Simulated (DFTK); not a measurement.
Write the native input for DFTK 0.8.2 that does the following.

```
Task                         : equation of state
Functional                   : LDA
Potentials or basis          : dojo.nc.sr.lda.v0_4_1.stringent.upf (LDA)
Cutoff                       : 599 eV
k mesh                       : 11 × 11 × 11
Occupations                  : fermi-dirac, width 0.05 eV
Spin                         : no spin polarisation
Valence electrons            : Al 3
Volume scales                : [0.94, 0.96, 0.98, 1.0, 1.02, 1.04, 1.06]
SCF tolerance on the density : 1e-06
```

The structure of Al lies in Al.cif:

```cif
data_Al
_cell_length_a 2.86350669
_cell_length_b 2.86350669
_cell_length_c 2.86350669
_cell_angle_alpha 60.00000000
_cell_angle_beta 60.00000000
_cell_angle_gamma 60.00000000
_space_group_name_H-M_alt 'P1'
_space_group_name_Hall 'P 1'
_space_group_IT_number 1
loop_
_space_group_symop_operation_xyz
'x,y,z'
loop_
_atom_site_label
_atom_site_type_symbol
_atom_site_symmetry_multiplicity
_atom_site_Wyckoff_symbol
_atom_site_fract_x
_atom_site_fract_y
_atom_site_fract_z
_atom_site_occupancy
Al1 Al 1 a 0.0000000000 0.0000000000 0.0000000000 1
```

These files were run (other wordings do the same):

run.jl

```julia
using DFTK
using PseudoPotentialData
using Unitful, UnitfulAtomic
using LinearAlgebra, Printf
include("save.jl")
disable_threading()

lines = readlines("Al.cif")
tag(name) = parse(Float64, split(only(filter(startswith(name), lines)))[2])
a, b, c = tag.(["_cell_length_a", "_cell_length_b", "_cell_length_c"])
α, β, γ = deg2rad.(tag.(["_cell_angle_alpha", "_cell_angle_beta", "_cell_angle_gamma"]))
cx, cy  = cos(β), (cos(α) - cos(β) * cos(γ)) / sin(γ)
lattice = austrip(1u"Å") * [a b*cos(γ) c*cx; 0 b*sin(γ) c*cy; 0 0 c*sqrt(1 - cx^2 - cy^2)]
sites     = split.(lines[findlast(startswith("_atom_site_"), lines)+1:end])
symbols   = [Symbol(s[2]) for s in sites]
positions = [parse.(Float64, s[5:7]) for s in sites]
pseudopotentials = PseudoFamily("dojo.nc.sr.lda.v0_4_1.stringent.upf")
elements = Dict(s => ElementPsp(s, pseudopotentials) for s in unique(symbols))
atoms    = [elements[s] for s in symbols]

build_model(lattice, positions; symmetries=true) =
    model_DFT(lattice, atoms, positions;
              functionals=LDA(),
              temperature=austrip(0.05u"eV"),
              smearing=Smearing.FermiDirac(),
              symmetries)
Ecut  = 22.0  # hartree
kgrid = [11, 11, 11]
tol   = 1e-6
to_GPa = ustrip(uconvert(u"GPa", 1u"hartree/bohr^3"))

results["points"] = []
for scale in [0.94, 0.96, 0.98, 1.0, 1.02, 1.04, 1.06]
    println("\n=== scale = ", scale)
    model = build_model(cbrt(scale) * lattice, positions)
    basis = PlaneWaveBasis(model; Ecut, kgrid)
    t0 = time()
    scfres = self_consistent_field(basis;
                                   tol,
                                   nbandsalg=AdaptiveBands(model; n_bands_converge=6))
    seconds = time() - t0
    @printf "SCF: %d iterations, %.1f s\n" scfres.n_iter seconds
    forces = compute_forces_cart(scfres)
    stress = compute_stresses_cart(scfres)
    @printf "V = %.5f Å^3  F = %.8f Ha  max force = %.5f eV/Å  p = %.4f GPa\n" ustrip(auconvert(u"Å^3", model.unit_cell_volume)) scfres.energies.total ustrip(auconvert(u"eV/Å", maximum(norm, forces))) (-tr(stress) / 3 * to_GPa)
    push!(results["points"], save_scf!(scfres; forces, stress, d=Dict{String,Any}("seconds" => seconds, "n_matvec" => get(scfres, :n_matvec, 0))))
end

# third-order Birch-Murnaghan fit in x = V^(-2/3)
V = [0.94, 0.96, 0.98, 1.0, 1.02, 1.04, 1.06] * abs(det(lattice))
E = [p["total"] for p in results["points"]]
x = V .^ (-2 / 3)
c = [x .^ 0 x x .^ 2 x .^ 3] \ E
Δ = c[3]^2 - 3c[2] * c[4]
if Δ > 0
    x0 = (-c[3] + sqrt(Δ)) / 3c[4]
    B0 = 4 / 9 * x0^(7 / 2) * (2c[3] + 6c[4] * x0)
    @printf "V0 = %.4f Å^3  B0 = %.2f GPa\n" ustrip(auconvert(u"Å^3", x0^(-3 / 2))) B0 * to_GPa
end
```

Potentials or basis: dojo.nc.sr.lda.v0_4_1.stringent.upf (LDA).

Command:

```bash
$ julia --threads=1 run.jl  # save.jl only writes the numbers to a file and isn't shown; printed stress counts tension as positive; times include loading and compiling
```

Results of the run:

- Equilibrium volume: 15.77 Å³/atom
- Bulk modulus: 85 GPa
- Pressure derivative of the bulk modulus: 4.6

It took 2.1 min on 1 thread of AMD EPYC 7R32 (Zen 2), on a shared host, peak memory 1.4 GiB.
